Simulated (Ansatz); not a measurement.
Crystal: ZrB2.

```
Zr B
1.0
     3.17000    0.00000    0.00000
    -1.58500    2.74530    0.00000
     0.00000    0.00000    3.53300
Zr B
1 2
Direct
  0.00000 0.00000 0.00000
  0.66667 0.33333 0.50000
  0.33333 0.66667 0.50000
```

```yaml
Program: Ansatz 0.2.0
Task: relaxation of cell and atoms
Functional: RPBE
Dispersion: D4
Potentials_or_basis: Ansatz PAW
Cutoff: "420 eV (not typed: the program's choice for these potentials)"
k_mesh: 10 × 10 × 8
Occupations: fermi-dirac, width 0.05 eV
Spin: no spin polarisation
```

At the start: volume 10.25 Å³/atom.

Task: How do energy, volume and symmetry change on relaxing?

Result: It ends after 8 steps and the volume is 9.92 Å³/atom (-3.2 %); space group P6/mmm (No. 191, to 0.05 Å).

The path:
```
step  energy change (eV)  largest force (eV/Å)  volume (Å³)
   1              0.0000                0.0000        30.75
   2             -0.0146                0.0000        29.28
   3             -0.0252                0.0000        29.71
   4             -0.0261                0.0000        29.77
   5             -0.0261                0.0000        29.75
   6             -0.0251                0.0000        29.75
   7             -0.0251                0.0000        29.75
   8             -0.0251                0.0000        29.75
```

Final structure:
```
Zr B
1.0
     3.14394    0.00000    0.00000
    -1.57197    2.72273    0.00000
     0.00000    0.00000    3.47538
Zr B
1 2
Direct
  0.00000 0.00000 0.00000
  0.66667 0.33333 0.50000
  0.33333 0.66667 0.50000
```

Caveat: the plane-wave basis is chosen anew once the cell has moved, so the energies of steps on either side of that aren't comparable; the PAW data sets come from PBE, with cores solved anew for the run's functional, which leaves a small shift of forces and pressure.
